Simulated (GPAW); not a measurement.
# Te2Mo (P6_3/mmc) in GPAW: notebook, part 3 of 3

GPAW 26.7.0.

**4. Hybrid scf, r2SCANh**

Contents of run.py:

```python
import numpy as np
from ase.dft.bandgap import bandgap
from ase.io import write
from ase.spacegroup import crystal
from gpaw import GPAW, PW
from gpaw.xc import parametrizedxc

class ScaledMGGA(parametrizedxc.ParametrizedKernel):
    """Weighted sum of Libxc meta-GGA parts, named like '0.75_MGGA_X_..+1.0_MGGA_C_..'."""
    def __init__(self, name):
        super().__init__(name)
        self.type = 'MGGA'

    def calculate(self, e_g, n_sg, dedn_sg, sigma_xg, dedsigma_xg, tau_sg, dedtau_sg):
        e_g[:] = dedsigma_xg[:] = dedtau_sg[:] = 0.0
        for kernel, c in zip(self.kernels, self.coefs):
            e, v, s, t = [np.zeros_like(x) for x in [e_g, dedn_sg, dedsigma_xg, dedtau_sg]]
            kernel.calculate(e, n_sg, v, sigma_xg, s, tau_sg, t)
            e_g += c * e
            dedn_sg += c * v
            dedsigma_xg += c * s
            dedtau_sg += c * t

parametrizedxc.ParametrizedKernel = ScaledMGGA

# Te 4f
# Mo 2c
atoms = crystal(['Te', 'Mo'],
                basis=[[0.6666666667, 0.3333333333, 0.379],
                       [0.6666666667, 0.3333333333, 0.75]],
                spacegroup=194, setting=1,  # P6_3/mmc
                cellpar=[3.5182, 3.5182, 13.9736, 90.0, 90.0, 120.0],
                primitive_cell=True)

calc = GPAW(mode=PW(350),
            xc={'name': '0.900_MGGA_X_R2SCAN+1.0_MGGA_C_R2SCAN', 'fraction': 0.1, 'omega': 0.0, 'backend': 'pw'},
            kpts={'size': (2, 2, 1), 'gamma': True},
            occupations={'name': 'fermi-dirac', 'width': 0.05},
            nbands=46,
            convergence={'density': 0.0001},
            maxiter=50,
            txt='gpaw.txt')
atoms.calc = calc
energy = atoms.get_potential_energy()
calc.write('gs.gpw')
write('result.traj', atoms)
print(f'Energy: {energy:.6f} eV')
print('Fermi level:', round(calc.get_fermi_level(), 4), 'eV')
print(f'Gap: {bandgap(calc)[0]:.4f} eV, direct: {bandgap(calc, direct=True)[0]:.4f} eV')
```

Potentials or basis: GPAW PAW data sets (gpaw-data 1.2.1), pw.

On the command line:

```sh
> OMP_NUM_THREADS=1 python run.py
```

gpaw.txt:

```text
__  _  _
 | _ |_)|_||  |
 |__||  | ||/\| - 26.7.0

Input parameters:
  mode=PW(ecut=350.0),
  convergence={'density': 0.0001},
  kpts=MonkhorstPack(size=(2, 2, 1), gamma=True),
  maxiter=50,
  nbands=46,
  occupations=Occupations(name='fermi-dirac', width=0.05),
  xc=XC(name='0.900_MGGA_X_R2SCAN+1.0_MGGA_C_R2SCAN', fraction=0.1, omega=0.0, backend='pw')

Diagonalizing LCAO Hamiltonian
Converting LCAO to pw mode

        Te

           Mo

        Te

           Te

        Mo

           Te

Atoms  # Å, Bohr magnetons
|   | symbol |         x |        y |         z |    initial magnetic moments |
|---|--------|-----------|----------|-----------|-----------------------------|
| 0 |     Te |  1.759100 | 1.015617 |  5.295994 | ( 0.0000,  0.0000,  0.0000) |
| 1 |     Te | -0.000000 | 2.031234 | 12.282794 | ( 0.0000,  0.0000,  0.0000) |
| 2 |     Te | -0.000000 | 2.031234 |  8.677606 | ( 0.0000,  0.0000,  0.0000) |
| 3 |     Te |  1.759100 | 1.015617 |  1.690806 | ( 0.0000,  0.0000,  0.0000) |
| 4 |     Mo |  1.759100 | 1.015617 | 10.480200 | ( 0.0000,  0.0000,  0.0000) |
| 5 |     Mo | -0.000000 | 2.031234 |  3.493400 | ( 0.0000,  0.0000,  0.0000) |

Unit cell  # Å
| periodic |         x |        y |         z |   lengths |     angles |
|----------|-----------|----------|-----------|-----------|------------|
|      yes |  3.518200 | 0.000000 |  0.000000 |  3.518200 |  90.000000 |
|      yes | -1.759100 | 3.046851 |  0.000000 |  3.518200 |  90.000000 |
|      yes |  0.000000 | 0.000000 | 13.973600 | 13.973600 | 120.000000 |

Number of symmetries: 12
Symmetry operations  # r_c * U_cc + t_c -> r_c
|    | kind |            matrix            |
|----|------|------------------------------|
|  0 |  σ   |  1, 1, 0,  0,-1, 0,  0, 0, 1 |
|  1 |  S6  |  1, 1, 0, -1, 0, 0,  0, 0,-1 |
|  2 |  E   |  1, 0, 0,  0, 1, 0,  0, 0, 1 |
|  3 |  C2  |  1, 0, 0, -1,-1, 0,  0, 0,-1 |
|  4 |  C2  |  0, 1, 0,  1, 0, 0,  0, 0,-1 |
|  5 |  C3  |  0, 1, 0, -1,-1, 0,  0, 0, 1 |
|  6 |  S6  |  0,-1, 0,  1, 1, 0,  0, 0,-1 |
|  7 |  σ   |  0,-1, 0, -1, 0, 0,  0, 0, 1 |
|  8 |  σ   | -1, 0, 0,  1, 1, 0,  0, 0, 1 |
|  9 |  i   | -1, 0, 0,  0,-1, 0,  0, 0,-1 |
| 10 |  C3  | -1,-1, 0,  1, 0, 0,  0, 0, 1 |
| 11 |  C2  | -1,-1, 0,  0, 1, 0,  0, 0,-1 |

BZ-sampling:
  Number of BZ points: 4
  Number of IBZ points: 2

  Monkhorst-Pack size: [2, 2, 1]
  Monkhorst-Pack shift: [0.25, 0.25, 0.0]

K-points  # in reciprocal-cell coordinates
|   |                                coordinates |     weight |
|---|--------------------------------------------|------------|
| 0 | (  0.00000000,   0.00000000,   0.00000000) | 0.25000000 |
| 1 | (  0.50000000,   0.50000000,   0.00000000) | 0.75000000 |

Plane wave coefficients: 2263
Cutoff: 350.0 eV

Spin-components: 1 (collinear spins)
Bands:           46
Projectors:      32
Spin-degeneracy: 2
Datatype:        complex128

Density:
  Valence electrons: 52.0
  Components: 1
  Grid points: [16 16 63]
  Charge: 0.0  # |e|

Potential:
  Grid points: [16 16 63]

species:
  Te:
    name:    Tellurium
    Z:       52.0
    valence: 6
    core:    46
    charge:  0.0  # [|e|]
    compensation charges:
      type: gauss
      rc: 0.36  # [Å]
      lmax: 2
    cutoffs:
      filter: 2.09  # [Å]
      core: 3.17  # [Å]
    projectors
    | kind |    occ | energy [eV] | rcut [Å] |
    |------|--------|-------------|----------|
    |   5s |  2.000 |     -15.089 |    1.180 |
    |   5p |  4.000 |      -5.955 |    1.196 |
    |    s |        |      12.123 |    1.180 |
    |    p |        |      21.256 |    1.196 |
    |    d |        |       0.000 |    1.238 |

    Using partial waves for Te as LCAO basis

  Mo:
    name:    Molybdenum
    Z:       42.0
    valence: 14
    core:    28
    charge:  0.0  # [|e|]
    compensation charges:
      type: gauss
      rc: 0.38  # [Å]
      lmax: 2
    cutoffs:
      filter: 2.16  # [Å]
      core: 1.42  # [Å]
    projectors
    | kind |    occ | energy [eV] | rcut [Å] |
    |------|--------|-------------|----------|
    |   4s |  2.000 |     -64.307 |    1.238 |
    |   5s |  1.000 |      -4.084 |    1.238 |
    |   4p |  6.000 |     -38.491 |    1.296 |
    |   5p |  0.000 |      -1.044 |    1.296 |
    |   4d |  5.000 |      -3.754 |    1.296 |
    |    d |        |      23.458 |    1.296 |

    Using partial waves for Mo as LCAO basis

Reference energy: -959430.878998  # eV

eigensolver:
  PPCG
  Converge bands: occupied
  niter=2

density mixing:
  MSR1-Mixer
  Pratt-step length: 0.05
  Maximum mixing coefficient: 0.75
  Old densities: 10
  SVD Regularization: 0.005
  Good broyden scale: 1.0
  Trust region scale: 1.0
  Backstep threshold: 4.0
  History deletion threshold: 6.0
  Fourier metric: weight=20.0, sigma=0.015

occupation numbers:
  Fermi-Dirac:
    width: 0.0500  # eV

poisson solver:
  ecut: 2800.0  # eV

xc functional:
  name: 0.900_MGGA_X_R2SCAN+1.0_MGGA_C_R2SCAN with 2 nearest neighbor stencil

convergence criteria:
- Maximum integral of absolute [dens]ity change: 0.0001 electrons / valence electron
- Maximum [total energy] change in last 3 cyles: 0.0005 eV / valence electron
- Maximum integral of absolute [eigenst]ate change: 4e-08 eV^2 / valence electron
maximum number of iterations: 50

IBZ(<points: 2, symmetries: 12>)
Occupied bands: 26
SCF iterations
|iter     | |      energy | eigst |  dens |
|---------|-|-------------|-------|-------|
|iter:   1| |-2585.293657 | +0.19 |       |
|iter:   2| | -119.766141 | -0.82 | -1.12 |
|iter:   3| |-18463.729455 | +3.81 | -1.07 |
|iter:   4| |  -17.108376 | +2.22 | +0.64 |
|iter:   5| |  -93.217891 | +1.09 | -0.36 |
|iter:   6| | -116.995669 | +0.09 | -0.85 |
|iter:   7| | -121.171697 | -1.31 | -1.20 |
|iter:   8| | -119.973442 | -2.29 | -1.05 |
|iter:   9| | -118.416753 | -1.49 | -1.12 |
|iter:  10| | -118.634257 | -1.75 | -1.57 |
|iter:  11| | -118.674397 | -3.26 | -1.78 |
|iter:  12| | -118.652012 | -2.36 | -1.83 |
|iter:  13| | -118.641765 | -3.83 | -1.95 |
|iter:  14| | -118.654934c| -3.65 | -2.04 |
|iter:  15| | -118.626871 | -3.45 | -1.97 |
|iter:  16| | -118.628512 | -3.54 | -2.38 |
|iter:  17| | -118.629392c| -5.10 | -2.88 |
|iter:  18| | -118.629185c| -4.70 | -2.99 |
|iter:  19| | -118.629183c| -6.28 | -3.20 |
|iter:  20| | -118.629132c| -5.94 | -3.36 |
|iter:  21| | -118.629145c| -6.68 | -4.18c|
|iter:  22| | -118.629144c| -7.96c| -4.19c|

Converged in 22 steps
Energy contributions relative to reference atoms: (reference = -959430.878998)

Energy contributions:
  Kinetic:         -33.110735
  Coulomb:          27.936923
  Zero:             -1.650567
  External:          0.000000
  Xc:             2437.334620
  Entropy:          -0.000000
  Spinorbit:         0.000000
  Hybrid_Xc_Cc:     -2471.631838
  Hybrid_Xc_Vc:       -22.103572
  Hybrid_Xc_Vv:       -55.403975
  ----------------------------
  Free energy:    -118.629144
  Extrapolated:   -118.629144

dipole moment: (-0.000099, -0.000172, -0.000789)  # |e|*Ang

Fermi level: 8.791
Eigenvalues  # (at kpt = [0.000, 0.000, 0.000])
| band index |      eig [eV] | occ [0-2] |
|------------|---------------|-----------|
|          0 |       -56.312 |     2.000 |
|        ... |               |           |
|         18 |         5.790 |     2.000 |
|         19 |         6.619 |     2.000 |
|         20 |         6.619 |     2.000 |
|         21 |         6.662 |     2.000 |
|         22 |         6.662 |     2.000 |
|         23 |         6.810 |     2.000 |
[... 8 lines left out ...]
|         32 |        11.852 |     0.000 |
|         33 |        11.852 |     0.000 |
|        ... |               |           |
|         45 |        19.574 |     0.000 |

Gap: 1.796 eV
Transition (v -> c):
  (s=0, k=0, n=25, [0.00, 0.00, 0.00]) -> (s=0, k=1, n=26, [0.50, 0.50, 0.00])
Direct/indirect transitions are different
Direct gap: 2.393 eV
Transition at: (s=0, k=1, n=25, [0.50, 0.50, 0.00])
# Writing to gs.gpw (mode='')
```

Run time: 11 min. Hardware: 1 thread of Arm Neoverse V1, shared host; peak memory 0.35 GiB.

These settings aren't checked as converged: the numbers below hold their error.

Results:

```
Free energy            : -118.6291 eV
Band gap on the k mesh : 1.80 eV, indirect (least direct gap 2.39 eV)
```

Caveat: the k mesh is coarse (spacing up to 1.03 Å⁻¹), so the values aren't converged, least of all with exact exchange; exact exchange converges slowly with the k mesh, and this mesh is small; the scaled meta-GGA exchange is a class typed in the script; spin-orbit coupling is left out, which moves the levels of the heavy elements; an odd mesh through Γ misses points on the zone boundary, where band edges often lie.

**5. Against experiment**

Step 2. The gap isn't set beside the deposited one, since this odd mesh misses points on the zone boundary.
